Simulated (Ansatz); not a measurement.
# Al2O3 under strain — 17O NMR of the central transition

Cell: a refined structure from the COD, relaxed with PBE at fixed cell and then changed (z compressed by 1 %, ions relaxed).

```xyz
10
Lattice="2.3802 1.3742 4.2885 -2.3802 1.3742 4.2885 0.0000 -2.7485 4.2885" Properties=species:S:1:pos:R:3 pbc="T T T"
Al    0.0000    0.0000    4.5333
Al    0.0000    0.0000    1.8995
Al    0.0000    0.0000    8.3323
Al    0.0000    0.0000   10.9661
O    -0.9222    1.3742    7.5050
O    -0.7290   -1.4858    7.5050
O     1.6512    0.1115    7.5050
O     0.9222   -1.3742    5.3607
O     0.7290    1.4858    5.3607
O    -1.6512   -0.1115    5.3607
```

Atoms are numbered from 1 in the order listed; like atoms form one site, named after its first atom.

All values are calculated (Ansatz; DFT, PBE, plane waves and PAW, scalar-relativistic, 420 eV cutoff, Γ-centred 8×8×8 k-points, Fermi–Dirac smearing 0.02 eV), not measured.

17O has I = 5/2 and Q = -25.58 mb (Pyykkö 2018); at 35.2 T its Larmor frequency is ν₀ = 203.3 MHz. Only the quadrupole interaction is simulated: positions count from each site's isotropic chemical shift, and J coupling is left out, as are shift anisotropy and dipolar coupling, which fast spinning averages.

Simulated pattern of one O site (fast magic-angle spinning, Gaussian broadening 0.02 kHz):

(offset (kHz), height): (-0.4434, 0), (-0.4290, 2), (-0.4145, 7), (-0.4000, 9), (-0.3856, 9), (-0.3711, 10), (-0.3567, 10), (-0.3422, 11), (-0.3277, 16), (-0.3133, 30), (-0.2988, 37), (-0.2844, 41), (-0.2699, 46), (-0.2555, 57), (-0.2410, 87), (-0.2265, 100), (-0.2121, 82), (-0.1976, 73), (-0.1832, 71), (-0.1687, 71), (-0.1542, 74), (-0.1398, 82), (-0.1253, 99), (-0.1109, 98), (-0.0964, 78), (-0.0819, 67), (-0.0675, 60), (-0.0530, 55), (-0.0386, 50), (-0.0241, 33), (-0.0096, 7), (0.0048, 0)

Question: Which |C_Q| and η does the pattern imply?

Answer: The pattern spans 0.403 kHz before broadening and its centre of gravity is at -0.174 kHz, which fixes P_Q; the places of the horns and steps fix η. That gives P_Q = 2.43 MHz, |C_Q| = 2.36 MHz and η = 0.42. The sign of C_Q can't be read from the pattern.

At this changed cell the PBE pressure is 10 GPa.
